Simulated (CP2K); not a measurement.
# PtS2 (P-3m1) in CP2K: further runs, part 2 of 2

CP2K 2026.2.

### Step 3. Band structure, TB-mBJ

File pts2_bands.inp:

```
&GLOBAL
  PROJECT pts2_bands
  RUN_TYPE ENERGY
  PRINT_LEVEL LOW
&END GLOBAL
&FORCE_EVAL
  METHOD QS
  &DFT
    BASIS_SET_FILE_NAME BASIS_MOLOPT_UZH
    POTENTIAL_FILE_NAME POTENTIAL_UZH
    &MGRID
      CUTOFF 675
      REL_CUTOFF 60
      NGRIDS 4
    &END MGRID
    &QS
      METHOD GPW
      EPS_DEFAULT 1.0E-9
    &END QS
    &KPOINTS
      SCHEME MONKHORST-PACK 9 9 5
      GAMMA_CENTERED T
      SYMMETRY T
      SYMMETRY_BACKEND SPGLIB
    &END KPOINTS
    &SCF
      SCF_GUESS ATOMIC
      EPS_SCF 1.0E-6
      MAX_SCF 100
      ADDED_MOS 15
      CHOLESKY OFF
      EPS_EIGVAL 1.0E-7
      &DIAGONALIZATION ON
        ALGORITHM STANDARD
      &END DIAGONALIZATION
      &MIXING ON
        METHOD BROYDEN_MIXING
        ALPHA 0.4
        BETA 1.5
        NBUFFER 8
      &END MIXING
      &SMEAR ON
        METHOD FERMI_DIRAC
        ELECTRONIC_TEMPERATURE 580.23
      &END SMEAR
    &END SCF
    &XC
      &XC_FUNCTIONAL
        &MGGA_X_TB09
        &END MGGA_X_TB09
        &LDA_C_PW
        &END LDA_C_PW
      &END XC_FUNCTIONAL
    &END XC
    &PRINT
      &KPOINTS ON
      &END KPOINTS
      &MULLIKEN ON
      &END MULLIKEN
      &MO ON
        ENERGIES T
        OCCUPATION_NUMBERS T
        &EACH
          QS_SCF 0
        &END EACH
        ADD_LAST NUMERIC
      &END MO
      &BAND_STRUCTURE
        FILE_NAME bands.bs
        ADDED_MOS 6
        &KPOINT_SET
          UNITS B_VECTOR
          NPOINTS 8
          SPECIAL_POINT GAMMA 0.00000000 0.00000000 0.00000000
          SPECIAL_POINT M 0.50000000 0.00000000 0.00000000
          SPECIAL_POINT K 0.33333333 0.33333333 0.00000000
          SPECIAL_POINT GAMMA 0.00000000 0.00000000 0.00000000
          SPECIAL_POINT A 0.00000000 0.00000000 0.50000000
          SPECIAL_POINT L 0.50000000 0.00000000 0.50000000
          SPECIAL_POINT H 0.33333333 0.33333333 0.50000000
          SPECIAL_POINT A 0.00000000 0.00000000 0.50000000
        &END KPOINT_SET
        &KPOINT_SET
          UNITS B_VECTOR
          NPOINTS 8
          SPECIAL_POINT L 0.50000000 0.00000000 0.50000000
          SPECIAL_POINT M 0.50000000 0.00000000 0.00000000
        &END KPOINT_SET
        &KPOINT_SET
          UNITS B_VECTOR
          NPOINTS 8
          SPECIAL_POINT K 0.33333333 0.33333333 0.00000000
          SPECIAL_POINT H 0.33333333 0.33333333 0.50000000
        &END KPOINT_SET
      &END BAND_STRUCTURE
    &END PRINT
  &END DFT
  &SUBSYS
    &CELL
      A 3.5432000000 0.0000000000 0.0000000000
      B -1.7716000000 3.0685012107 0.0000000000
      C 0.0000000000 0.0000000000 5.0388000000
      PERIODIC XYZ
    &END CELL
    &COORD
      Pt  0.0000000000 0.0000000000 0.0000000000
      S   1.7716000002 1.0228337368 3.8949924000
      S   -0.0000000002 2.0456674739 1.1438076000
    &END COORD
    &KIND Pt
      BASIS_SET TZVP-MOLOPT-PBE-GTH-q18
      POTENTIAL GTH-PBE-q18
    &END KIND
    &KIND S
      BASIS_SET TZVP-MOLOPT-PBE-GTH-q6
      POTENTIAL GTH-PBE-q6
    &END KIND
    &PRINT
      &ATOMIC_COORDINATES ON
      &END ATOMIC_COORDINATES
      &CELL ON
      &END CELL
      &SYMMETRY ON
      &END SYMMETRY
    &END PRINT
  &END SUBSYS
  &PRINT
    &FORCES ON
    &END FORCES
  &END PRINT
&END FORCE_EVAL
```

Potentials or basis: POTENTIAL_UZH Pt GTH-PBE-q18, S GTH-PBE-q6; TZVP-MOLOPT-PBE-GTH basis.

The run is started by

```
$ OMP_NUM_THREADS=1 cp2k.psmp -i pts2_bands.inp -o pts2_bands.out
```

pts2_bands.out:

```text

 CP2K| version string:                                       CP2K version 2026.2
 CP2K| Input file name                                            pts2_bands.inp

 GLOBAL| Force Environment number                                              1
 GLOBAL| Basis set file name                                    BASIS_MOLOPT_UZH
 GLOBAL| Potential file name                                       POTENTIAL_UZH
 GLOBAL| MM Potential file name                                     MM_POTENTIAL
 GLOBAL| Coordinate file name                                      __STD_INPUT__
 GLOBAL| Method name                                                        CP2K
 GLOBAL| Project name                                                 pts2_bands
 GLOBAL| Run type                                                         ENERGY
 GLOBAL| FFT library                                                       FFTW3
 GLOBAL| Diagonalization library                                       ScaLAPACK
[... 5 lines left out ...]
 GLOBAL| Total number of message passing processes                             1
 GLOBAL| Number of threads for this process                                    1
 GLOBAL| CPU model name                                                  UNKNOWN

 CELL| Volume [angstrom^3]:                                            54.783413
 CELL| Vector a [angstrom]:       3.543     0.000     0.000   |a| =     3.543200
 CELL| Vector b [angstrom]:      -1.772     3.069     0.000   |b| =     3.543200
 CELL| Vector c [angstrom]:       0.000     0.000     5.039   |c| =     5.038800
 CELL| Angle (b,c), alpha [degree]:                                    90.000000
 CELL| Angle (a,c), beta  [degree]:                                    90.000000
 CELL| Angle (a,b), gamma [degree]:                                   120.000000
 CELL| Numerically orthorhombic:                                              NO
 CELL| Periodicity                                                           XYZ

 CELL_REF| Volume [angstrom^3]:                                        54.783413
 CELL_REF| Vector a [angstrom     3.543     0.000     0.000   |a| =     3.543200
 CELL_REF| Vector b [angstrom    -1.772     3.069     0.000   |b| =     3.543200
 CELL_REF| Vector c [angstrom     0.000     0.000     5.039   |c| =     5.038800
 CELL_REF| Angle (b,c), alpha [degree]:                                90.000000
 CELL_REF| Angle (a,c), beta  [degree]:                                90.000000
 CELL_REF| Angle (a,b), gamma [degree]:                               120.000000
 CELL_REF| Numerically orthorhombic:                                          NO
 CELL_REF| Periodicity                                                       XYZ
[... 10 lines left out ...]

  Total number of            - Atomic kinds:                                   2
                             - Atoms:                                          3
                             - Shell sets:                                     3
                             - Shells:                                        25
                             - Primitive Cartesian functions:                 14
                             - Cartesian basis functions:                     77
                             - Spherical basis functions:                     69

  Maximum angular momentum of- Orbital basis functions:                        3
                             - Local part of the GTH pseudopotential:          2
                             - Non-local part of the GTH pseudopotential:      5

 MODULE QUICKSTEP: ATOMIC COORDINATES IN ANGSTROM

   Atom Kind Element         X             Y             Z       Z(eff)     Mass
      1    1 Pt   78      0.000000      0.000000      0.000000  18.0000 195.0840
      2    2 S    16      1.771600      1.022834      3.894992   6.0000  32.0650
      3    2 S    16     -0.000000      2.045667      1.143808   6.0000  32.0650

 Crystal Symmetry Information
[... 86 lines left out ...]

 Number of electrons:                                                         30
 Number of occupied orbitals:                                                 15
 Number of molecular orbitals:                                                30

 Number of orbital functions:                                                 69
 Number of independent orbital functions:                                     69

 SCF WAVEFUNCTION OPTIMIZATION

  Step     Update method      Time    Convergence         Total energy    Change
  ------------------------------------------------------------------------------
     1 NoMix/Diag. 0.40E+00    4.9     0.53193162      -126.6363449643 -1.27E+02
     2 Broy./Diag. 0.40E+00    6.5     0.15220226      -128.0471678759 -1.41E+00
     3 Broy./Diag. 0.40E+00    6.7     0.10257266      -126.4137382727  1.63E+00
     4 Broy./Diag. 0.40E+00    6.8     0.08328574      -126.5922701408 -1.79E-01
     5 Broy./Diag. 0.40E+00    6.7     0.04346144      -125.9809147253  6.11E-01
     6 Broy./Diag. 0.40E+00    6.8     0.04217779      -126.3440655125 -3.63E-01
     7 Broy./Diag. 0.40E+00    7.2     0.01894826      -126.1518087502  1.92E-01
     8 Broy./Diag. 0.40E+00    6.9     0.01641855      -126.2160221140 -6.42E-02
     9 Broy./Diag. 0.40E+00    6.4     0.00896164      -126.1488569377  6.72E-02
    10 Broy./Diag. 0.40E+00    6.5     0.00630916      -126.1582176604 -9.36E-03
    11 Broy./Diag. 0.40E+00    6.4     0.00093219      -126.1477735789  1.04E-02
[... 14 lines left out ...]
    26 Broy./Diag. 0.40E+00    6.5     0.00000992      -126.1496436687 -3.82E-06
    27 Broy./Diag. 0.40E+00    6.5     0.00006332      -126.1496684680 -2.48E-05
    28 Broy./Diag. 0.40E+00    6.5     0.00001721      -126.1495058159  1.63E-04
    29 Broy./Diag. 0.40E+00    6.5     0.00003272      -126.1495400852 -3.43E-05
    30 Broy./Diag. 0.40E+00    6.5     0.00003246      -126.1494751777  6.49E-05
    31 Broy./Diag. 0.40E+00    6.5     0.00002368      -126.1495708280 -9.57E-05
    32 Broy./Diag. 0.40E+00    6.5     0.00000574      -126.1495143419  5.65E-05
    33 Broy./Diag. 0.40E+00    6.5     0.00001049      -126.1495333818 -1.90E-05
    34 Broy./Diag. 0.40E+00    6.5     0.00000275      -126.1495040645  2.93E-05
    35 Broy./Diag. 0.40E+00    6.5     0.00000083      -126.1495118119 -7.75E-06

  *** SCF run converged in    35 steps ***

  Electronic density on regular grids:        -29.9999999847        0.0000000153
  Core density on regular grids:               29.9999999769       -0.0000000231
  Total charge density on r-space grids:       -0.0000000078
  Total charge density g-space grids:          -0.0000000078

  Overlap energy of the core charge distribution:               0.00000000175887
  Self energy of the core charge distribution:               -231.05619992892213
  Core Hamiltonian energy:                                     51.29362941486898
  Hartree energy:                                              55.37847543463860
  Exchange-correlation energy:                                 -1.76541670250184
  Electronic entropic energy:                                  -0.00000003170021
  Fermi energy:                                                 0.28956798032643

  Total energy:                                              -126.14951181185758
  Total energy (extrapolated to T->0):                       -126.14951179600747

 MO| EIGENVALUES AND OCCUPATION NUMBERS FOR K POINT 1
 MO|
 MO|  Index      Eigenvalue [a.u.]        Eigenvalue [eV]             Occupation
 MO|      1              -3.373819             -91.806285               2.000000
 MO|      2              -1.718124             -46.752519               2.000000
 MO|      3              -1.717582             -46.737787               2.000000
 MO|      4              -1.708798             -46.498768               2.000000
 MO|      5              -0.227569              -6.192455               2.000000
 MO|      6              -0.211425              -5.753169               2.000000
[... 500 lines left out ...]
 MO|     29               0.900887              24.514376               0.000000
 MO|     30               1.059955              28.842841               0.000000
 MO| Sum:                                                              30.000000
 MO| E(Fermi):            0.289568 a.u.          7.879545 eV
 MO| Band gap:            0.129450 a.u.          3.522503 eV

 [... the levels of further k-points ...]

 !-----------------------------------------------------------------------------!
                     Mulliken Population Analysis

 #  Atom  Element  Kind  Atomic population                           Net charge
       1     Pt       1         17.722122                              0.277878
       2     S        2          6.138940                             -0.138940
       3     S        2          6.138938                             -0.138938
 # Total charge                             30.000000                  0.000000

 !-----------------------------------------------------------------------------!

 KPOINTS| Band Structure Calculation
 KPOINTS| Number of k-point sets                                               3
 KPOINTS| Number of added MOs/bands                                            6
 KPOINTS| Number of k-points in set    1                                      57
 KPOINTS| In units of b-vector [2pi/Bohr]
 KPOINTS| Special point     1       GAMMA     0.000000     0.000000     0.000000
 KPOINTS| Special point     2           M     0.500000     0.000000     0.000000
 KPOINTS| Special point     3           K     0.333333     0.333333     0.000000
 KPOINTS| Special point     4       GAMMA     0.000000     0.000000     0.000000
 KPOINTS| Special point     5           A     0.000000     0.000000     0.500000
 KPOINTS| Special point     6           L     0.500000     0.000000     0.500000
 KPOINTS| Special point     7           H     0.333333     0.333333     0.500000
 KPOINTS| Special point     8           A     0.000000     0.000000     0.500000
 KPOINTS| Number of k-points in set    2                                       9
 KPOINTS| In units of b-vector [2pi/Bohr]
 KPOINTS| Special point     1           L     0.500000     0.000000     0.500000
 KPOINTS| Special point     2           M     0.500000     0.000000     0.000000
 KPOINTS| Number of k-points in set    3                                       9
 KPOINTS| In units of b-vector [2pi/Bohr]
 KPOINTS| Special point     1           K     0.333333     0.333333     0.000000
 KPOINTS| Special point     2           H     0.333333     0.333333     0.500000

 ENERGY| Total FORCE_EVAL ( QS ) energy [hartree]           -126.149511811857579
```

Wall time 3.9 min (1 thread of Arm Neoverse N1, shared host); peak memory 0.39 GiB.

Results:

```
Band gap on the k mesh  : 1.19 eV, indirect (least direct gap 1.27 eV)
Band gap along the path : 1.19 eV, indirect (least direct gap 1.78 eV)
Mulliken charges        : Pt +0.28; S -0.14 e
```

Levels at the corners of the path, in eV from the valence-band top:
```
point  band 12  band 13  band 14  band 15  band 16  band 17  band 18  band 19
    Γ    -1.86    -1.15    -1.15    -0.05     2.61     2.61     5.20     6.24
    M    -3.43    -3.35    -2.99    -2.35     1.94     3.03     5.69     6.89
    K    -3.77    -2.70    -1.59    -1.59     1.23     1.23     5.89     8.58
    Γ    -1.86    -1.15    -1.15    -0.05     2.61     2.61     5.20     6.24
    A    -2.42    -1.32    -1.32    -0.92     3.10     3.10     5.91     7.69
    L    -3.37    -3.12    -2.78    -1.37     2.25     2.55     5.60     6.21
    H    -3.65    -3.55    -1.98    -1.98     2.41     2.41     7.45     8.66
    A    -2.42    -1.32    -1.32    -0.92     3.10     3.10     5.91     7.69
    L    -3.37    -3.12    -2.78    -1.37     2.25     2.55     5.60     6.21
    M    -3.43    -3.35    -2.99    -2.35     1.94     3.03     5.69     6.89
    K    -3.77    -2.70    -1.59    -1.59     1.23     1.23     5.89     8.58
    H    -3.65    -3.55    -1.98    -1.98     2.41     2.41     7.45     8.66
```

Caveat: Mulliken charges move with the basis; this is a model potential without an energy functional, so only levels have meaning; the potentials were made for another functional, which shifts forces and pressure; spin-orbit coupling is left out, which moves the levels of the heavy elements; the basis of atomic orbitals isn't converged, which shifts pressures, moduli and gaps.

### Step 4. For comparison

An earlier run on the cell as given: functional PBEsol; potentials or basis POTENTIAL_UZH Pt GTH-PBE-q18, S GTH-PBE-q6; TZVP-MOLOPT-PBE-GTH basis; density cutoff 6123 eV; k mesh 9 × 9 × 5; occupations fermi-dirac, width 0.05 eV; no spin polarisation.

* Pressure: 7.9 GPa
* Largest force: 1.187 eV/Å
* Band gap on the k mesh: 0.96 eV, indirect (least direct gap 1.01 eV)
* Mulliken charges: Pt -0.17; S +0.08 e
* Hirshfeld charges: Pt +0.19; S -0.10 e

### Step 5. Summary

```csv
task,level,potentials or basis,EPS_DEFAULT,NGRIDS,points a segment of the path (NPOINTS),bands added on the path,CUTOFF of the grids,gap on the mesh (eV),pressure (GPa),largest force (eV/Å)
band structure,r2SCAN,"POTENTIAL_UZH Pt GTH-SCAN-q18, S GTH-SCAN-q6; TZVP-MOLOPT-SCAN-GTH basis",1.0E-10,5,8,2,675 Ry,1.20,11.1,1.49
band structure,TB-mBJ,"POTENTIAL_UZH Pt GTH-PBE-q18, S GTH-PBE-q6; TZVP-MOLOPT-PBE-GTH basis",1.0E-9,4,8,6,675 Ry,1.19,-,-
single point,PBEsol,"POTENTIAL_UZH Pt GTH-PBE-q18, S GTH-PBE-q6; TZVP-MOLOPT-PBE-GTH basis",1.0E-10,5,-,-,450 Ry,0.96,7.9,1.19
```

Alike in all rows: no spin polarisation; cell as given; k mesh 9 × 9 × 5; smearing fermi-dirac 0.05 eV.

Caveats: spin-orbit coupling is left out, which moves the levels of the heavy elements; the basis of atomic orbitals isn't converged, which shifts pressures, moduli and gaps; the potentials were made for another functional, which shifts forces and pressure (some runs); forces of over 1 eV/Å show positions far from the minimum, so gaps and moduli don't describe the material at rest (some runs); this is a model potential without an energy functional, so only levels have meaning (some runs); an odd mesh through Γ misses points on the zone boundary, where band edges often lie (some runs).

Absolute energies hang on the potentials; compare differences alone.
